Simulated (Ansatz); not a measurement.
**Mg5Ge and its elements: formation energy from the elements, by script**

Is Mg5Ge stable against its elements? Aim: a formation energy from the elements, for Mg5Ge and its elements, run from a script.

Computed with Ansatz 0.2.0 through its Python package. Level of theory: DFT PBEsol, plane waves, PAW.

### Step 1. The system

Mg5Ge R32: The structure is trigonal, space group R32 (No. 155). Conventional cell: a = 5.414 Å, b = 5.414 Å, c = 15.238 Å, α = 90.00°, β = 90.00°, γ = 120.00°. Mg (site symmetry 2) is surrounded by 10 Mg at 3.10 to 3.18 Å and 2 Ge at 3.11 Å. Mg (site symmetry 3) has 9 Mg at 3.10 to 3.14 Å and 3 Ge at 3.13 Å as nearest neighbours. Around Ge (site symmetry 32) lie 12 Mg at 3.11 to 3.13 Å.

Mg P6_3/mmc: It takes space group P6_3/mmc (No. 194, hexagonal). The conventional cell has a = 3.209 Å, b = 3.209 Å, c = 5.210 Å, α = 90.00°, β = 90.00°, γ = 120.00°. Around Mg (site symmetry -6m2) lie 12 Mg at 3.20 to 3.21 Å.

Ge Fd-3m: The structure is cubic, space group Fd-3m (No. 227). The conventional cell has a = 5.658 Å, b = 5.658 Å, c = 5.658 Å, α = 90.00°, β = 90.00°, γ = 90.00°. Ge (site symmetry -43m) has 4 Ge at 2.45 Å as nearest neighbours.

No structure file is read: the coordinates are typed or built in the script.

### Step 2. The script

run_formation.py reads:

```python
from collections import Counter
import warnings

import ansatz as az
import numpy as np

XC = "pbesol"
ECUT = 460
K_SPACING = 0.27
SMEARING = "fermi_dirac"
WIDTH_EV = 0.05

PHASES = {
    "Mg5Ge": (
        [(2.707044, 1.562913, 5.079351), (-2.707044, 1.562913, 5.079351), (0.0, -3.125825, 5.079351)],
        [
            ("Mg", (0.5, 0.161155, 0.838845)),
            ("Mg", (0.161155, 0.838845, 0.5)),
            ("Mg", (0.838845, 0.5, 0.161155)),
            ("Mg", (0.667108, 0.667108, 0.667108)),
            ("Mg", (0.332892, 0.332892, 0.332892)),
            ("Ge", (0.0, 0.0, 0.0)),
        ],
    ),
    "Mg": (
        [(3.2093, 0.0, 0.0), (-1.60465, 2.779335, 0.0), (0.0, 0.0, 5.2103)],
        [
            ("Mg", (1 / 3, 2 / 3, 0.25)),
            ("Mg", (2 / 3, 1 / 3, 0.75)),
        ],
    ),
    "Ge": (
        [(0.0, 2.82891, 2.82891), (2.82891, 0.0, 2.82891), (2.82891, 2.82891, 0.0)],
        [
            ("Ge", (0.0, 0.0, 0.0)),
            ("Ge", (0.25, 0.25, 0.25)),
        ],
    ),
}


def build(vectors, sites):
    crystal = az.Crystal(lattice=az.Lattice.of(vectors))
    for symbol, position in sites:
        crystal = crystal.atom(symbol, position)
    return crystal


def compute(name, crystal):
    calc = (
        crystal.calculation()
        .functional(XC)
        .basis(ECUT)
        .kpoints(spacing=K_SPACING)
        .occupations(SMEARING, width=WIDTH_EV)
        .stress()
    )
    calc = calc.relax(force_tolerance=0.01, max_steps=40, fix_cell=["shape"])
    return calc.run()


def counts(outcome):
    return Counter(site.symbol for site in outcome.lattice.sites)

def formation_energy(outcome, mu):
    n = counts(outcome)
    return (outcome.report["energy_sigma0_ev"] - sum(k * mu[element] for element, k in n.items())) / sum(n.values())


def volume_per_atom(outcome):
    return abs(np.linalg.det(outcome.lattice.cell_ang)) / len(outcome.lattice.sites)


def main() -> None:
    warnings.simplefilter("ignore", az.DeckWarning)

    phases = {name: build(*cell) for name, cell in PHASES.items()}

    done = {}
    for name, crystal in phases.items():
        done[name] = compute(name, crystal)
        print(f"{name}: {done[name].report['energy_sigma0_ev']:.4f} eV, {len(done[name].lattice.sites)} atoms")

    references = {"Mg": "Mg", "Ge": "Ge"}
    mu = {element: done[name].report["energy_sigma0_ev"] / len(done[name].lattice.sites) for element, name in references.items()}

    target = done["Mg5Ge"]
    heat = formation_energy(target, mu)
    n = counts(target)
    print("cell content:", dict(n), " volume", round(volume_per_atom(target), 3), "A^3/atom")
    print("formation energy", round(heat, 4), "eV/atom,", round(heat * sum(n.values()), 4), "eV per cell")
    print("bound against the elements" if heat < 0 else "unbound against the elements")


if __name__ == "__main__":
    main()
```

### Step 3. What the engine is handed

The engine receives this input (first run):

```yaml
crystal:
  lattice:
    - [2.707044, 1.562913, 5.079351]
    - [-2.707044, 1.562913, 5.079351]
    - [0.0, -3.125825, 5.079351]
  atoms:
    - { symbol: Mg, position: [0.5, 0.161155, 0.838845] }
    - { symbol: Mg, position: [0.161155, 0.838845, 0.5] }
    - { symbol: Mg, position: [0.838845, 0.5, 0.161155] }
    - { symbol: Mg, position: [0.667108, 0.667108, 0.667108] }
    - { symbol: Mg, position: [0.332892, 0.332892, 0.332892] }
    - { symbol: Ge, position: [0.0, 0.0, 0.0] }
basis:
  ecutwfc: 460.0
kpoints:
  mp_grid:
    kspacing: 0.27
hamiltonian:
  xc: pbesol
scf:
  occupations:
    method: fermi_dirac
    width: 0.05
relax:
  f_tol: 0.01
  max_steps: 40
  cell:
    fix: [shape]
output:
  stress: true
```

### Step 4. The run

The run is started by

```bash
python run_formation.py
```

What it wrote:

```text
Mg5Ge: -13813.9227 eV, 6 atoms
Mg: -3824.0965 eV, 2 atoms
Ge: -8506.9835 eV, 2 atoms
cell content: {<Element.MG: 'Mg'>: 5, <Element.GE: 'Ge'>: 1}  volume 21.029 A^3/atom
formation energy -0.0316 eV/atom, -0.1897 eV per cell
bound against the elements
```

It took 47 s on 1 thread of Arm Neoverse V1, shared host; peak memory 0.52 GiB.

### Step 5. Inputs of later runs

The engine's inputs for the other runs:

Run 2, against run 1:

```diff
@@ -3,3 +3,3 @@
-    - [2.707044, 1.562913, 5.079351]
-    - [-2.707044, 1.562913, 5.079351]
-    - [0.0, -3.125825, 5.079351]
+    - [3.2093, 0.0, 0.0]
+    - [-1.60465, 2.779335, 0.0]
+    - [0.0, 0.0, 5.2103]
@@ -7,6 +7,2 @@
-    - { symbol: Mg, position: [0.5, 0.161155, 0.838845] }
-    - { symbol: Mg, position: [0.161155, 0.838845, 0.5] }
-    - { symbol: Mg, position: [0.838845, 0.5, 0.161155] }
-    - { symbol: Mg, position: [0.667108, 0.667108, 0.667108] }
-    - { symbol: Mg, position: [0.332892, 0.332892, 0.332892] }
-    - { symbol: Ge, position: [0.0, 0.0, 0.0] }
+    - { symbol: Mg, position: [0.3333333333333333, 0.6666666666666666, 0.25] }
+    - { symbol: Mg, position: [0.6666666666666666, 0.3333333333333333, 0.75] }
```

Run 3, against run 1:

```diff
@@ -3,3 +3,3 @@
-    - [2.707044, 1.562913, 5.079351]
-    - [-2.707044, 1.562913, 5.079351]
-    - [0.0, -3.125825, 5.079351]
+    - [0.0, 2.82891, 2.82891]
+    - [2.82891, 0.0, 2.82891]
+    - [2.82891, 2.82891, 0.0]
@@ -7,5 +6,0 @@
-    - { symbol: Mg, position: [0.5, 0.161155, 0.838845] }
-    - { symbol: Mg, position: [0.161155, 0.838845, 0.5] }
-    - { symbol: Mg, position: [0.838845, 0.5, 0.161155] }
-    - { symbol: Mg, position: [0.667108, 0.667108, 0.667108] }
-    - { symbol: Mg, position: [0.332892, 0.332892, 0.332892] }
@@ -12,0 +8 @@
+    - { symbol: Ge, position: [0.25, 0.25, 0.25] }
```

### Step 6. The runs side by side

One row for each of the 3 runs:

```csv
run,system,space group at the end,energy (eV/atom),from the elements (meV/atom),final volume (Å³/atom),pressure (GPa),SCF cycles in all,CPU time (s)
1,Mg5Ge (6 atoms),R32,-2302.3205,-31.6,21.03,0.01,18,37
2,Mg (2 atoms),P6_3/mmc,-1912.0482,0.0,22.49,0.01,16,4.1
3,Ge (2 atoms),Fd-3m,-4253.4918,0.0,22.86,0.00,22,5
```

Energies are extrapolated to zero smearing width, as in the script. Totals carry meaning only in balanced differences at one level of theory.

### Step 7. The relaxation of run 1, step by step

Relaxation path:

| step | energy from step 1 (eV/cell) | largest force component (eV/Å) | pressure (GPa) | volume (Å³) |
| --- | --- | --- | --- | --- |
| 1 | 0.0000 | 0.0306 | -0.88 | 128.94 |
| 2 | -0.0084 | 0.0062 | 0.01 | 126.17 |
| 3 | -0.0083 | 0.0062 | 0.01 | 126.17 |

Step 1 is the start. Step 3 repeats the geometry before it on a plane-wave basis chosen anew for that cell, so its energy need not be comparable with the rows above.

Lengths and angles in the start's conventional setting:

|  | before | after | change |
| --- | --- | --- | --- |
| a (Å) | 5.414 | 5.375 | -0.7 % |
| b (Å) | 5.414 | 5.375 | -0.7 % |
| c (Å) | 15.238 | 15.128 | -0.7 % |
| volume (Å³/atom) | 21.49 | 21.03 | -2.1 % |
| shortest distance (Å) | 3.100 | 3.071 | -1.0 % |
| space group (0.01 Å) | R32 | R32 | same |

Forces and stress were held to the start's 6 operations: a distortion of lower symmetry was not tested.

### Step 8. How the relaxation of run 3 went

Step by step:

```csv
step,E - E(step 1) (eV/cell),largest force component (eV/Å),pressure (GPa),volume (Å³)
1,0.0000,0.0000,0.65,45.28
2,-0.0008,0.0000,0.14,45.63
3,-0.0008,0.0000,0.00,45.72
4,-0.0009,0.0000,0.00,45.72
```

Step 1 is the start. Step 4 repeats the geometry before it on a plane-wave basis chosen anew for that cell, so its energy need not be comparable with the rows above.

Lengths and angles in the start's conventional setting:

|  | before | after | change |
| --- | --- | --- | --- |
| a (Å) | 5.658 | 5.676 | +0.3 % |
| b (Å) | 5.658 | 5.676 | +0.3 % |
| c (Å) | 5.658 | 5.676 | +0.3 % |
| volume (Å³/atom) | 22.64 | 22.86 | +1.0 % |
| shortest distance (Å) | 2.450 | 2.458 | +0.3 % |
| space group (0.01 Å) | Fd-3m | Fd-3m | same |

The run keeps the 48 symmetry operations of the start, so it could not have lowered the symmetry.

### Step 9. Summary of results

```
                                 quantity         value
                            runs compared             3
energy of Mg5Ge (run 1) from the elements  -32 meV/atom
```

What this shows: Mg5Ge lies 32 meV/atom below its elements, which says nothing yet of competing compounds. In run 1, the volume shrank by 2.1 % over 1 move, and the space group stayed R32. In run 3, over 2 moves the cell grew by 1.0 % in volume, and the space group stayed Fd-3m. Reading the output:
- For the metals among these cells the mesh is coarse, so their volumes and pressures are rough.
- Atoms and volume are relaxed with the cell's shape held, which in cells of lower than cubic symmetry can hide stresses and shift volumes.
- The compound is the structure given, not necessarily its lowest; energies are at zero temperature, with no correction for gases. A semilocal functional's error on such energies is often 0.05 to 0.1 eV an atom, and 0.1 to 0.3 eV against gases such as O2 or F2. Whether this is the phase that is stable at ambient conditions was not tested.
